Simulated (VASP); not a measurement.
# VASP 6.6.1, PBE single-point calculation, CdTe (strained zincblende)

INCAR

```
NELM = 120
ENCUT = 520
GGA = PE
NSW = 0
LCHARG = .TRUE.
LREAL = .FALSE.
NBANDS = 16
ISMEAR = -1
IBRION = -1
LASPH = .TRUE.
SIGMA = 0.02
PREC = Accurate
EDIFF = 1E-7
ISIF = 2
LWAVE = .FALSE.
LELF = .TRUE.
```

KPOINTS

```
KPOINTS created by Atomic Simulation Environment
0
Gamma
6 6 6
0 0 0
```

KPOINTS_OPT

```
special points
6
Reciprocal
0.0000000000 0.0000000000 0.0000000000 1
-0.5000000000 -0.5000000000 0.0000000000 1
-0.3750000000 -0.3750000000 0.2500000000 1
-0.3750000000 0.0000000000 0.3750000000 1
0.0000000000 0.0000000000 0.5000000000 1
-0.5000000000 -0.2500000000 0.2500000000 1
```

POSCAR

```
Cd Te
 1.0000000000000000
     0.0000000000000000    3.2799551162000000    3.1815564627000001
     3.2799551162000000    0.0000000000000000    3.1815564627000001
     3.2799551162000000    3.2799551162000000    0.0000000000000000
 Cd  Te
   1   1
Cartesian
  0.0000000000000000  0.0000000000000000  0.0000000000000000
  1.6399775581000000  1.6399775581000000  1.5907782313500001
```

VASP ran with the recommended PBE PAW datasets (18 valence electrons in the cell).

Command

```
mpirun -np 1 vasp_std
```

OSZICAR

```
N       E                     dE             d eps       ncg     rms          rms(c)
DAV:   1     0.997374448324E+02    0.99737E+02   -0.82927E+03   968   0.975E+02
DAV:   2    -0.134124876461E+01   -0.10108E+03   -0.95814E+02  1120   0.234E+02
DAV:   3    -0.497213177981E+01   -0.36309E+01   -0.36253E+01  1208   0.458E+01
DAV:   4    -0.500602667138E+01   -0.33895E-01   -0.33893E-01  1432   0.391E+00
DAV:   5    -0.500618375563E+01   -0.15708E-03   -0.15708E-03  1240   0.213E-01    0.554E+00
DAV:   6    -0.478898622318E+01    0.21720E+00   -0.37136E-01  1144   0.730E+00    0.453E+00
DAV:   7    -0.477324749489E+01    0.15739E-01   -0.10806E-01  1120   0.213E+00    0.173E+00
DAV:   8    -0.477417633211E+01   -0.92884E-03   -0.10958E-02  1120   0.119E+00    0.471E-01
DAV:   9    -0.477449889230E+01   -0.32256E-03   -0.96446E-04  1200   0.329E-01    0.110E-01
DAV:  10    -0.477455759945E+01   -0.58707E-04   -0.11406E-04  1208   0.102E-01    0.557E-02
DAV:  11    -0.477459641369E+01   -0.38814E-04   -0.78517E-05  1120   0.582E-02    0.369E-02
DAV:  12    -0.477459545029E+01    0.96339E-06   -0.31257E-06  1232   0.148E-02    0.236E-02
DAV:  13    -0.477459508889E+01    0.36140E-06   -0.89098E-07  1200   0.470E-03    0.110E-02
DAV:  14    -0.477459520504E+01   -0.11615E-06   -0.90239E-07  1136   0.560E-03    0.698E-03
DAV:  15    -0.477459527018E+01   -0.65136E-07   -0.57622E-08  1024   0.202E-03
   1 F= -.47745953E+01 E0= -.47745953E+01  d E =-.238618E-09
       N       E                     dE             ncg
DAV:   1     0.810765313156E+03   -0.26191E+04      192
DAV:   2     0.175560450162E+03   -0.63520E+03      232
DAV:   3     0.152156385277E+03   -0.23404E+02      256
DAV:   4     0.151947036814E+03   -0.20935E+00      304
DAV:   5     0.151946597899E+03   -0.43891E-03      256
DAV:   6     0.151946586994E+03   -0.10905E-04      312
DAV:   7     0.151946586958E+03   -0.36466E-07      232
```

From OUTCAR

```
k-points           NKPTS =     30   k-points in BZ     NKDIM =     30   number of bands    NBANDS=     16

   NELECT =      18.0000    total number of electrons

   dimension x,y,z NGX =    36 NGY =   36 NGZ =   36
   dimension x,y,z NGXF=    72 NGYF=   72 NGZF=   72

  energy-cutoff  :      520.00
  volume of cell :       68.46
      direct lattice vectors                 reciprocal lattice vectors
     0.000000000  3.279955116  3.181556463    -0.152441110  0.152441110  0.157155784
     3.279955116  0.000000000  3.181556463     0.152441110 -0.152441110  0.157155784
     3.279955116  3.279955116  0.000000000     0.152441110  0.152441110 -0.157155784

 k-points in reciprocal lattice and weights: KPOINTS created by Atomic Simulation Env
   0.00000000  0.00000000  0.00000000       0.005
   0.16666667  0.00000000  0.00000000       0.037
   0.33333333  0.00000000  0.00000000       0.037
   0.50000000  0.00000000  0.00000000       0.019
   0.16666667  0.16666667  0.00000000       0.009
   0.33333333  0.16666667  0.00000000       0.037
   0.50000000  0.16666667  0.00000000       0.037
  -0.33333333  0.16666667  0.00000000       0.037
   ...

 E-fermi :   2.7042

 k-point     1 :       0.0000    0.0000    0.0000
  band No.  band energies     occupation
      1      -8.8407      2.00000
      2      -5.9752      2.00000
      3      -5.9752      2.00000
      4      -5.9680      2.00000
      5      -5.7199      2.00000
      6      -5.7152      2.00000
      7       2.2646      2.00000
      8       2.2646      2.00000
      9       2.3582      2.00000
     10       3.0451      0.00000
     11       6.9008      0.00000
     12       6.9081      0.00000
     13       6.9081      0.00000
     14       9.7531      0.00000
     15      11.4348      0.00000
     16      11.8224      0.00000

 k-point     2 :       0.1667    0.0000    0.0000
  band No.  band energies     occupation
      1      -8.7422      2.00000
      2      -5.9571      2.00000
      3      -5.9522      2.00000
      4      -5.8901      2.00000
      5      -5.7200      2.00000
      6      -5.7170      2.00000
      7       0.5649      2.00000
      8       2.0277      2.00000
      9       2.1147      2.00000
     10       4.1393      0.00000
     11       6.9966      0.00000
     12       7.2274      0.00000
     13       7.2767      0.00000
     14      10.6569      0.00000
     15      10.6678      0.00000
     16      10.9485      0.00000

 k-point     3 :       0.3333    0.0000    0.0000
  band No.  band energies     occupation
      1      -8.5455      2.00000
      2      -5.9265      2.00000
      3      -5.9198      2.00000
      4      -5.7171      2.00000
      5      -5.7135      2.00000
      6      -5.6130      2.00000
      7      -1.2610      2.00000
      8       1.6314      2.00000
      9       1.7576      2.00000
     10       4.2121      0.00000
     11       7.4528      0.00000
     12       7.5847      0.00000
     13       8.5622      0.00000
     14      10.3635      0.00000
     15      11.1879      0.00000
     16      11.1903      0.00000

 k-point     4 :       0.5000    0.0000    0.0000
  band No.  band energies     occupation
      1      -8.4494      2.00000
      2      -5.9149      2.00000
      3      -5.9068      2.00000
      4      -5.7119      2.00000
      5      -5.7059      2.00000
      6      -5.3698      2.00000
      7      -2.0930      2.00000
      8       1.4592      2.00000
      9       1.6025      2.00000
     10       4.1011      0.00000
     11       7.3986      0.00000
     12       7.5854      0.00000
     13       9.3817      0.00000
     14      10.9156      0.00000
     15      12.4901      0.00000
     16      12.6931      0.00000

 k-point     5 :       0.1667    0.1667    0.0000
  band No.  band energies     occupation
      1      -8.7062      2.00000
      2      -5.9382      2.00000
      3      -5.9382      2.00000
      4      -5.8873      2.00000
      5      -5.7194      2.00000
      6      -5.7113      2.00000
      7       0.6140      2.00000
      8       1.6510      2.00000
      9       1.6510      2.00000
     10       4.7789      0.00000
     11       5.9814      0.00000
     12       7.8367      0.00000
     13       7.8367      0.00000
     14       9.6570      0.00000
     15      11.6001      0.00000
     16      11.6915      0.00000

 k-point     6 :       0.3333    0.1667    0.0000
  band No.  band energies     occupation
      1      -8.5424      2.00000
      2      -5.9107      2.00000
      3      -5.9029      2.00000
      4      -5.7732      2.00000
      5      -5.7037      2.00000
      6      -5.6245      2.00000
      7      -0.7918      2.00000
      8       1.1991      2.00000
      9       1.2311      2.00000
     10       5.1064      0.00000
     11       6.2965      0.00000
     12       8.0818      0.00000
     13       8.3535      0.00000
     14      10.2399      0.00000
     15      12.0100      0.00000
     16      12.1051      0.00000

 k-point     7 :       0.5000    0.1667    0.0000
  band No.  band energies     occupation
      1      -8.4179      2.00000
      2      -5.8940      2.00000
      3      -5.8883      2.00000
      4      -5.7379      2.00000
      5      -5.7034      2.00000
      6      -5.3373      2.00000
      7      -1.8792      2.00000
      8       0.7251      2.00000
      9       1.1371      2.00000
     10       5.0046      0.00000
     11       7.0390      0.00000
     12       8.1563      0.00000
     13       8.7781      0.00000
     14      11.1716      0.00000
     15      12.4053      0.00000
     16      12.7276      0.00000

 k-point     8 :      -0.3333    0.1667    0.0000
  band No.  band energies     occupation
      1      -8.4522      2.00000
      2      -5.9017      2.00000
      3      -5.8945      2.00000
      4      -5.7206      2.00000
      5      -5.7193      2.00000
      6      -5.4324      2.00000
      7      -1.6111      2.00000
      8       0.5990      2.00000
      9       1.4309      2.00000
     10       5.0726      0.00000
     11       7.2686      0.00000
     12       7.8840      0.00000
     13       8.7081      0.00000
     14      10.7547      0.00000
     15      11.4456      0.00000
     16      12.6457      0.00000

 k-point     9 :      -0.1667    0.1667    0.0000
  band No.  band energies     occupation
      1      -8.6136      2.00000
      2      -5.9362      2.00000
      3      -5.9157      2.00000
      4      -5.7583      2.00000
      5      -5.7273      2.00000
      6      -5.7039      2.00000
      7      -0.4020      2.00000
      8       1.1192      2.00000
      9       1.8911      2.00000
     10       4.9401      0.00000
     11       7.0969      0.00000
     12       7.4547      0.00000
     13       7.7289      0.00000
     14       9.9513      0.00000
     15      11.2001      0.00000
     16      12.1511      0.00000

 k-point    10 :       0.3333    0.3333    0.0000
  band No.  band energies     occupation
      1      -8.4450      2.00000
      2      -5.8574      2.00000
      3      -5.8574      2.00000
      4      -5.8118      2.00000
      5      -5.6941      2.00000
      6      -5.5003      2.00000
      7      -1.0768      2.00000
      8       0.7417      2.00000
      9       0.7417      2.00000
     10       4.8939      0.00000
     11       5.4469      0.00000
     12       9.7431      0.00000
     13       9.7588      0.00000
     14       9.7589      0.00000
     15      12.4082      0.00000
     16      14.3745      0.00000

 k-point    11 :       0.5000    0.3333    0.0000
  band No.  band energies     occupation
      1      -8.3548      2.00000
      2      -5.8542      2.00000
      3      -5.8365      2.00000
      4      -5.7872      2.00000
      5      -5.6941      2.00000
      6      -5.2551      2.00000
      7      -1.7095      2.00000
      8       0.1352      2.00000
      9       0.6007      2.00000
     10       5.0154      0.00000
     11       5.8902      0.00000
     12       9.3067      0.00000
     13       9.9365      0.00000
     14      11.4564      0.00000
     15      12.9299      0.00000
     16      13.7778      0.00000

 k-point    12 :      -0.3333    0.3333    0.0000
  band No.  band energies     occupation
      1      -8.3588      2.00000
      2      -5.8712      2.00000
      3      -5.8557      2.00000
      4      -5.7485      2.00000
      5      -5.7110      2.00000
      6      -5.2133      2.00000
      7      -1.7751      2.00000
      8      -0.2467      2.00000
      9       0.9043      2.00000
     10       5.2323      0.00000
     11       7.3454      0.00000
     12       9.1113      0.00000
     13       9.3686      0.00000
     14       9.6678      0.00000
     15      11.2343      0.00000
     16      14.7658      0.00000

 ...

  Total        0.9773320      0.9773320      1.1554397      0.0000000      0.0000000     -0.0000000
  in kB       22.8742707     22.8742707     27.0428474      0.0000000      0.0000000     -0.0000000
  external PRESSURE =      24.2637963 kB  Pullay stress =       0.0000000 kB

 POSITION                                       TOTAL-FORCE (eV/Angst)
 -----------------------------------------------------------------------------------
      0.00000      0.00000      0.00000         0.000000      0.000000      0.000000
      1.63998      1.63998      1.59078        -0.000000     -0.000000      0.000000
 -----------------------------------------------------------------------------------
    total drift:                               -0.000000     -0.000000      0.000000

  FREE ENERGIE OF THE ION-ELECTRON SYSTEM (eV)
  ---------------------------------------------------
  free  energy   TOTEN  =        -4.7745952702 eV

  energy  without entropy=       -4.7745952699  energy(sigma->0) =       -4.77459527
```

* gap between bands v and c: 0.69 eV
* least direct gap: 0.69 eV
* pressure: 2.4 GPa

Band v is the last that the valence electrons fill when counted band by band, and c is the next.

The run took about 38 s on one core of a shared host (Intel Xeon Platinum 8488C) and held 0.23 GiB at most.
